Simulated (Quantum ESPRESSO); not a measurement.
# Sc (P6_3/mmc) in Quantum ESPRESSO: equation of state

How stiff is Sc in PBE, and what volume does it want? The cell is scaled to several volumes.

Everything below comes from runs of Quantum ESPRESSO 7.5. Logs are shortened: lines on timing, memory, paths and dates and some standing lists are left out, and cuts for length are marked.

### 1 Starting point

It takes space group P6_3/mmc (No. 194, hexagonal). The conventional cell has a = 3.309 Å, b = 3.309 Å, c = 5.273 Å, α = 90.00°, β = 90.00°, γ = 120.00°. Sc (site symmetry -6m2) has 12 Sc at 3.26 to 3.31 Å as nearest neighbours.

### 2 Single point, PBE, 23.50 Å³/atom

The input, pw.in:

```
&CONTROL
  calculation = 'scf'
  prefix = 'pwscf'
  outdir = './tmp'
  pseudo_dir = './pseudo'
  tprnfor = .true.
  tstress = .true.
  disk_io = 'nowf'
/
&SYSTEM
  ibrav = 0
  nat = 2
  ntyp = 1
  ecutwfc = 60
  nbnd = 18
  occupations = 'smearing'
  smearing = 'fd'
  degauss = 0.00367493
/
&ELECTRONS
  conv_thr = 4d-10
  electron_maxstep = 120
  mixing_beta = 0.5
/
ATOMIC_SPECIES
Sc    44.9559 Sc_ONCV_PBE-1.0.oncvpsp.upf
CELL_PARAMETERS angstrom
   3.2414504337    0.0000000000    0.0000000000
  -1.6207252169    2.8071784207    0.0000000000
   0.0000000000    0.0000000000    5.1656514271
ATOMIC_POSITIONS crystal
Sc     0.6666666667    0.3333333333    0.7500000000
Sc     0.3333333333    0.6666666667    0.2500000000
K_POINTS automatic
9 9 5 0 0 0
```

Potentials or basis: SSSP 1.3 efficiency PBE.

On the command line:

```
> OMP_NUM_THREADS=1 pw.x -in pw.in > pw.out
```

pw.out:

```text
This program is part of the open-source Quantum ESPRESSO suite
     for quantum simulation of materials; please cite
[... 9 lines left out ...]
     --------------------
     sticks:   dense  smooth     PW     G-vecs:    dense   smooth      PW
     Sum         625     625    187                19945    19945    3273

     Using Slab Decomposition

     bravais-lattice index     =            0
     lattice parameter (alat)  =       6.1255  a.u.
     unit-cell volume          =     317.1985 (a.u.)^3
     number of atoms/cell      =            2
     number of atomic types    =            1
     number of electrons       =        22.00
     number of Kohn-Sham states=           18
     kinetic-energy cutoff     =      60.0000  Ry
     charge density cutoff     =     240.0000  Ry
     scf convergence threshold =      4.0E-10
     mixing beta               =       0.5000
     number of iterations used =            8  plain     mixing
     Exchange-correlation= PBE
                           (   1   4   3   4   0   0   0)

     celldm(1)=   6.125454  celldm(2)=   0.000000  celldm(3)=   0.000000
     celldm(4)=   0.000000  celldm(5)=   0.000000  celldm(6)=   0.000000

     crystal axes: (cart. coord. in units of alat)
               a(1) = (   1.000000   0.000000   0.000000 )
               a(2) = (  -0.500000   0.866025   0.000000 )
               a(3) = (   0.000000   0.000000   1.593623 )

     reciprocal axes: (cart. coord. in units 2 pi/alat)
               b(1) = (  1.000000  0.577350 -0.000000 )
               b(2) = (  0.000000  1.154701  0.000000 )
               b(3) = (  0.000000 -0.000000  0.627501 )

     PseudoPot. # 1 for Sc read from file:
     Sc_ONCV_PBE-1.0.oncvpsp.upf
     Pseudo is Norm-conserving, Zval = 11.0
     Generated using ONCVPSP code by D. R. Hamann
     Using radial grid of 1662 points,  6 beta functions with:
                l(1) =   0
                l(2) =   0
                l(3) =   1
                l(4) =   1
                l(5) =   2
                l(6) =   2

     atomic species   valence    mass     pseudopotential
     Sc               11.00    44.95590     Sc( 1.00)

     24 Sym. Ops., with inversion, found (12 have fractional translation)

   Cartesian axes

     site n.     atom                  positions (alat units)
         1        Sc     tau(   1) = (   0.5000000   0.2886751   1.1952176  )
         2        Sc     tau(   2) = (  -0.0000000   0.5773503   0.3984059  )

     number of k points=    36  Fermi-Dirac smearing, width (Ry)=  0.0037
                       cart. coord. in units 2pi/alat
        k(    1) = (   0.0000000   0.0000000   0.0000000), wk =   0.0049383
        k(    2) = (   0.0000000   0.0000000   0.1255002), wk =   0.0098765
        k(    3) = (   0.0000000   0.0000000   0.2510003), wk =   0.0098765
        k(    4) = (   0.0000000   0.1283001   0.0000000), wk =   0.0296296
        k(    5) = (   0.0000000   0.1283001   0.1255002), wk =   0.0592593
        k(    6) = (   0.0000000   0.1283001   0.2510003), wk =   0.0592593
[... 28 lines left out ...]
        k(   35) = (   0.3333333   0.5773503   0.1255002), wk =   0.0197531
        k(   36) = (   0.3333333   0.5773503   0.2510003), wk =   0.0197531

     Dense  grid:    19945 G-vectors     FFT dimensions: (  32,  32,  50)

     Initial potential from superposition of free atoms

     starting charge      21.9947, renormalised to      22.0000
     Starting wfcs are   20 randomized atomic wfcs

     Self-consistent Calculation

     iteration #  1     ecut=    60.00 Ry     beta= 0.50
     Davidson diagonalization with overlap
     ethr =  1.00E-02,  avg # of iterations =  2.9

     Threshold (ethr) on eigenvalues was too large:
     Diagonalizing with lowered threshold

     Davidson diagonalization with overlap
     ethr =  3.47E-05,  avg # of iterations =  4.8

     total energy              =    -183.72560446 Ry
     estimated scf accuracy    <       0.02105934 Ry

     iteration #  2     ecut=    60.00 Ry     beta= 0.50
     Davidson diagonalization with overlap
     ethr =  9.57E-05,  avg # of iterations =  2.0

     total energy              =    -183.72885002 Ry
     estimated scf accuracy    <       0.00097659 Ry

     iteration #  3     ecut=    60.00 Ry     beta= 0.50
     Davidson diagonalization with overlap
     ethr =  4.44E-06,  avg # of iterations =  3.9

     total energy              =    -183.72903949 Ry
     estimated scf accuracy    <       0.00019361 Ry

     iteration #  4     ecut=    60.00 Ry     beta= 0.50
     Davidson diagonalization with overlap
     ethr =  8.80E-07,  avg # of iterations =  2.9

     total energy              =    -183.72904641 Ry
     estimated scf accuracy    <       0.00006030 Ry

     iteration #  5     ecut=    60.00 Ry     beta= 0.50
     Davidson diagonalization with overlap
     ethr =  2.74E-07,  avg # of iterations =  2.9

     total energy              =    -183.72906459 Ry
     estimated scf accuracy    <       0.00001500 Ry

     iteration #  6     ecut=    60.00 Ry     beta= 0.50
     Davidson diagonalization with overlap
     ethr =  6.82E-08,  avg # of iterations =  2.0

     total energy              =    -183.72906713 Ry
     estimated scf accuracy    <       0.00000009 Ry

     iteration #  7     ecut=    60.00 Ry     beta= 0.50
     Davidson diagonalization with overlap
     ethr =  3.96E-10,  avg # of iterations =  5.1

     total energy              =    -183.72906726 Ry
     estimated scf accuracy    <       0.00000004 Ry

     iteration #  8     ecut=    60.00 Ry     beta= 0.50
     Davidson diagonalization with overlap
     ethr =  1.61E-10,  avg # of iterations =  2.1

     End of self-consistent calculation

          k = 0.0000 0.0000 0.0000 (  2503 PWs)   bands (ev):

   -39.3111 -39.2317 -18.1625 -17.7637 -17.7637 -17.6953 -17.6953 -17.6768
     4.8042   8.2821  10.5608  11.6843  11.6843  11.8100  12.1290  12.1290
    12.5212  12.5212

          k = 0.0000 0.0000 0.1255 (  2484 PWs)   bands (ev):

   -39.3035 -39.2393 -18.1177 -17.7572 -17.7572 -17.7249 -17.7019 -17.7019
     5.0751   7.9028  10.5093  11.5953  11.5953  11.6306  11.9855  11.9855
    12.7962  12.7962

          k = 0.0000 0.0000 0.2510 (  2484 PWs)   bands (ev):

   -39.2838 -39.2592 -17.9989 -17.8489 -17.7401 -17.7401 -17.7190 -17.7190
     5.8364   6.9107  10.7151  11.1851  11.5670  11.5670  11.7239  11.7239
    13.3044  13.3044

          k = 0.0000 0.1283 0.0000 (  2503 PWs)   bands (ev):

   -39.3039 -39.2288 -18.1440 -17.8018 -17.7762 -17.7349 -17.7007 -17.6846
     5.0860   8.5192  10.3313  11.2492  11.8928  11.9325  12.1292  12.3023
    12.3169  12.3540

          k = 0.0000 0.1283 0.1255 (  2499 PWs)   bands (ev):

   -39.2968 -39.2360 -18.1041 -17.7932 -17.7690 -17.7649 -17.7079 -17.7058
     5.3493   8.1375  10.2975  11.2714  11.6791  11.7623  11.8901  12.1444
    12.7110  12.7417

          k = 0.0000 0.1283 0.2510 (  2507 PWs)   bands (ev):

   -39.2781 -39.2548 -17.9987 -17.8674 -17.7685 -17.7502 -17.7377 -17.7269
     6.0908   7.1456  10.5605  11.0972  11.3973  11.6455  11.7235  11.8833
    13.2554  13.3109

          k = 0.0000 0.2566 0.0000 (  2491 PWs)   bands (ev):

   -39.2851 -39.2220 -18.0931 -17.8993 -17.8320 -17.8065 -17.7154 -17.7081
     5.8785   9.0708   9.8789  10.6229  11.5779  11.9116  12.0098  12.4792
    12.5901  12.8307

          k = 0.0000 0.2566 0.1255 (  2511 PWs)   bands (ev):

   -39.2791 -39.2281 -18.0724 -17.8834 -17.8567 -17.7978 -17.7242 -17.7212
     6.1145   8.6930   9.9111  10.6966  11.4756  11.7150  11.9813  12.5429
    12.8499  12.8639

          k = 0.0000 0.2566 0.2510 (  2506 PWs)   bands (ev):

   -39.2634 -39.2439 -18.0150 -17.9372 -17.8213 -17.7752 -17.7624 -17.7470
     6.7817   7.7437  10.2658  10.7314  11.1721  11.4424  12.0601  12.2981
    13.2562  13.4057

          k = 0.0000 0.3849 0.0000 (  2485 PWs)   bands (ev):

   -39.2617 -39.2161 -18.0238 -18.0115 -17.9374 -17.8393 -17.7462 -17.7334
     7.0105   9.3425   9.4887  10.1240  11.5470  11.5511  11.6915  13.2815
    13.2950  13.5095

          k = 0.0000 0.3849 0.1255 (  2497 PWs)   bands (ev):

   -39.2574 -39.2205 -18.0691 -17.9780 -17.9239 -17.8293 -17.7477 -17.7436
     7.1820   9.0192   9.6578  10.2229  11.2862  11.6215  11.8271  13.2339
    13.3512  13.4293

          k = 0.0000 0.3849 0.2510 (  2497 PWs)   bands (ev):

   -39.2460 -39.2319 -18.0732 -18.0334 -17.8383 -17.8030 -17.7736 -17.7703
     7.6639   8.3484  10.0321  10.3148  11.1256  11.3512  12.2092  12.7489
    13.5917  13.6593
[... 99 lines left out ...]
   -39.2469 -39.2182 -18.0471 -18.0125 -17.8996 -17.8811 -17.8025 -17.7538
     7.7995   9.2801   9.8129   9.8656  11.1103  11.3913  11.7111  13.0408
    13.6257  13.9287

          k = 0.2222 0.3849 0.2510 (  2490 PWs)   bands (ev):

   -39.2380 -39.2270 -18.0680 -18.0463 -17.8781 -17.8576 -17.7919 -17.7541
     8.2123   8.7773  10.1067  10.1191  10.8977  10.9614  12.0549  12.6445
    13.6935  14.1806

          k = 0.2222 0.5132 0.0000 (  2479 PWs)   bands (ev):

   -39.2341 -39.2163 -18.0467 -17.9804 -17.9244 -17.9185 -17.8294 -17.8161
     8.6960   9.4199   9.4246   9.6183  11.0779  11.2678  11.9814  13.5100
    14.0020  14.0073

          k = 0.2222 0.5132 0.1255 (  2473 PWs)   bands (ev):

   -39.2324 -39.2180 -18.0635 -18.0206 -17.9439 -17.8669 -17.8377 -17.7817
     8.7564   9.3084   9.5913   9.8104  10.9806  11.0425  12.0126  13.4399
    13.6345  14.1169

          k = 0.2222 0.5132 0.2510 (  2479 PWs)   bands (ev):

   -39.2279 -39.2224 -18.0847 -18.0677 -17.9280 -17.8896 -17.7836 -17.7590
     8.9261   9.1415   9.9671  10.1867  10.5623  10.6924  12.2287  12.7495
    13.7814  14.0953

          k = 0.3333 0.5774 0.0000 (  2478 PWs)   bands (ev):

   -39.2227 -39.2227 -18.0304 -17.9576 -17.9576 -17.8768 -17.8675 -17.8675
     9.3563   9.3563   9.4206   9.4796  11.0506  11.0506  12.1470  13.7474
    13.7474  13.9524

          k = 0.3333 0.5774 0.1255 (  2493 PWs)   bands (ev):

   -39.2226 -39.2226 -18.0160 -18.0076 -18.0076 -17.8917 -17.8166 -17.8166
     9.4680   9.4770   9.4770   9.5295  10.8502  10.8502  12.1498  13.4721
    13.7993  13.7993

          k = 0.3333 0.5774 0.2510 (  2490 PWs)   bands (ev):

   -39.2226 -39.2226 -18.0550 -18.0550 -17.9779 -17.9304 -17.7679 -17.7679
     9.5646   9.5982   9.7806   9.7806  10.4357  10.4357  12.2859  12.7487
    13.8403  13.8403

     the Fermi energy is    10.0159 ev

!    total energy              =    -183.72906727 Ry
     estimated scf accuracy    <          1.4E-10 Ry
     smearing contrib. (-TS)   =      -0.00253982 Ry
     internal energy E=F+TS    =    -183.72652745 Ry

     The total energy is F=E-TS. E is the sum of the following terms:
     one-electron contribution =     -69.09709484 Ry
     hartree contribution      =      38.28779967 Ry
     xc contribution           =     -23.80600666 Ry
     ewald contribution        =    -129.11122562 Ry

     convergence has been achieved in   8 iterations

     Forces acting on atoms (cartesian axes, Ry/au):

     atom    1 type  1   force =     0.00000000    0.00000000    0.00000000
     atom    2 type  1   force =    -0.00000000   -0.00000000    0.00000000

     Total force =     0.000000     Total SCF correction =     0.000000

     Computing stress (Cartesian axis) and pressure

          total   stress  (Ry/bohr**3)                   (kbar)     P=       29.83
   0.00024403   0.00000000   0.00000000           35.90        0.00        0.00
   0.00000000   0.00024403   0.00000000            0.00       35.90        0.00
   0.00000000  -0.00000000   0.00012036            0.00       -0.00       17.71

=------------------------------------------------------------------------------=
   JOB DONE.
=------------------------------------------------------------------------------=
```

Run time: 19 s. Hardware: 1 thread of Arm Neoverse V1, shared host; peak memory 0.07 GiB.

Results:

| Item | Value |
| --- | --- |
| Free energy | -2499.7613 eV |
| Pressure | 3.0 GPa |
| Band gap on the k mesh | none (metal or under the smearing width) |

### 3 Single point, PBE, 24.00 Å³/atom

Edit pw.in of step 2 so:

```diff
@@ -27,5 +27,5 @@
 CELL_PARAMETERS angstrom
-   3.2414504337    0.0000000000    0.0000000000
-  -1.6207252169    2.8071784207    0.0000000000
-   0.0000000000    0.0000000000    5.1656514271
+   3.2642783016    0.0000000000    0.0000000000
+  -1.6321391508    2.8269479342    0.0000000000
+   0.0000000000    0.0000000000    5.2020304526
 ATOMIC_POSITIONS crystal
```

Potentials or basis: SSSP 1.3 efficiency PBE.

On the command line:

```
> OMP_NUM_THREADS=1 pw.x -in pw.in > pw.out
```

Run time: 19 s. Hardware: 1 thread of Arm Neoverse V1, shared host; peak memory 0.07 GiB.

Results (log left out):

```
Free energy            : -2499.7758 eV
Pressure               : 1.7 GPa
Band gap on the k mesh : none (metal or under the smearing width)
```

### 4 Single point, PBE, 24.50 Å³/atom

Edit pw.in of step 3 so:

```diff
@@ -27,5 +27,5 @@
 CELL_PARAMETERS angstrom
-   3.2642783016    0.0000000000    0.0000000000
-  -1.6321391508    2.8269479342    0.0000000000
-   0.0000000000    0.0000000000    5.2020304526
+   3.2867912771    0.0000000000    0.0000000000
+  -1.6433956386    2.8464447429    0.0000000000
+   0.0000000000    0.0000000000    5.2379076584
 ATOMIC_POSITIONS crystal
```

On the command line:

```
> OMP_NUM_THREADS=1 pw.x -in pw.in > pw.out
```

It took 22 s on 1 thread of Arm Neoverse V1, shared host; peak memory 0.07 GiB.

Results (log left out):

```yaml
Free_energy: -2499.7826 eV
Pressure: 0.5 GPa
Band_gap_on_the_k_mesh: none (metal or under the smearing width)
```

### 5 Single point, PBE, 25.00 Å³/atom

Edit pw.in of step 4 so:

```diff
@@ -27,5 +27,5 @@
 CELL_PARAMETERS angstrom
-   3.2867912771    0.0000000000    0.0000000000
-  -1.6433956386    2.8464447429    0.0000000000
-   0.0000000000    0.0000000000    5.2379076584
+   3.3090000000    0.0000000000    0.0000000000
+  -1.6545000000    2.8656780611    0.0000000000
+   0.0000000000    0.0000000000    5.2733000000
 ATOMIC_POSITIONS crystal
```

On the command line:

```
> OMP_NUM_THREADS=1 pw.x -in pw.in > pw.out
```

Run time: 20 s. Hardware: 1 thread of Arm Neoverse V1, shared host; peak memory 0.07 GiB.

It converged, with:

| Item | Value |
| --- | --- |
| Free energy | -2499.7822 eV |
| Pressure | -0.6 GPa |
| Band gap on the k mesh | none (metal or under the smearing width) |

### 6 Single point, PBE, 25.50 Å³/atom

Edit pw.in of step 5 so:

```diff
@@ -27,5 +27,5 @@
 CELL_PARAMETERS angstrom
-   3.3090000000    0.0000000000    0.0000000000
-  -1.6545000000    2.8656780611    0.0000000000
-   0.0000000000    0.0000000000    5.2733000000
+   3.3309145459    0.0000000000    0.0000000000
+  -1.6654572730    2.8846566146    0.0000000000
+   0.0000000000    0.0000000000    5.3082235343
 ATOMIC_POSITIONS crystal
```

Potentials or basis: SSSP 1.3 efficiency PBE.

On the command line:

```
> OMP_NUM_THREADS=1 pw.x -in pw.in > pw.out
```

It took 20 s on 1 thread of Arm Neoverse V1, shared host; peak memory 0.07 GiB.

Results (log left out):

```
Free energy            : -2499.7753 eV
Pressure               : -1.6 GPa
Band gap on the k mesh : none (metal or under the smearing width)
```

### 7 Single point, PBE, 26.00 Å³/atom

Edit pw.in of step 6 so:

```diff
@@ -27,5 +27,5 @@
 CELL_PARAMETERS angstrom
-   3.3309145459    0.0000000000    0.0000000000
-  -1.6654572730    2.8846566146    0.0000000000
-   0.0000000000    0.0000000000    5.3082235343
+   3.3525444672    0.0000000000    0.0000000000
+  -1.6762722336    2.9033886759    0.0000000000
+   0.0000000000    0.0000000000    5.3426934842
 ATOMIC_POSITIONS crystal
```

On the command line:

```
> OMP_NUM_THREADS=1 pw.x -in pw.in > pw.out
```

Run time: 20 s. Hardware: 1 thread of Arm Neoverse V1, shared host; peak memory 0.07 GiB.

The run converged. Its results:

```yaml
Free_energy: -2499.7623 eV
Pressure: -2.5 GPa
Band_gap_on_the_k_mesh: none (metal or under the smearing width)
```

### 8 Single point, PBE, 26.50 Å³/atom

Edit pw.in of step 7 so:

```diff
@@ -27,5 +27,5 @@
 CELL_PARAMETERS angstrom
-   3.3525444672    0.0000000000    0.0000000000
-  -1.6762722336    2.9033886759    0.0000000000
-   0.0000000000    0.0000000000    5.3426934842
+   3.3738988294    0.0000000000    0.0000000000
+  -1.6869494147    2.9218820960    0.0000000000
+   0.0000000000    0.0000000000    5.3767242965
 ATOMIC_POSITIONS crystal
```

On the command line:

```
> OMP_NUM_THREADS=1 pw.x -in pw.in > pw.out
```

Run time: 23 s. Hardware: 1 thread of Arm Neoverse V1, shared host; peak memory 0.07 GiB.

It converged, with:

| Item | Value |
| --- | --- |
| Free energy | -2499.7439 eV |
| Pressure | -3.4 GPa |
| Band gap on the k mesh | none (metal or under the smearing width) |

### 9 Equation of state, PBE

Potentials or basis: SSSP 1.3 efficiency PBE.

No new run: the results of the series are fitted here.

What came out:

```
Equilibrium volume                        : 24.72 Å³/atom
Bulk modulus at fixed shape and positions : 54 GPa
Pressure derivative of the bulk modulus   : 3.3
```

Energy against volume, from the lowest point:
| volume (Å³/atom) | energy (meV/atom) |
| --- | --- |
| 23.502 | 10.63 |
| 24.002 | 3.37 |
| 24.502 | 0.00 |
| 25.002 | 0.20 |
| 25.502 | 3.66 |
| 26.002 | 10.12 |
| 26.502 | 19.32 |

Caveat: the cell was scaled at fixed shape and fractional positions, which overstates the stiffness of a crystal with free parameters, most of all of layers and chains.
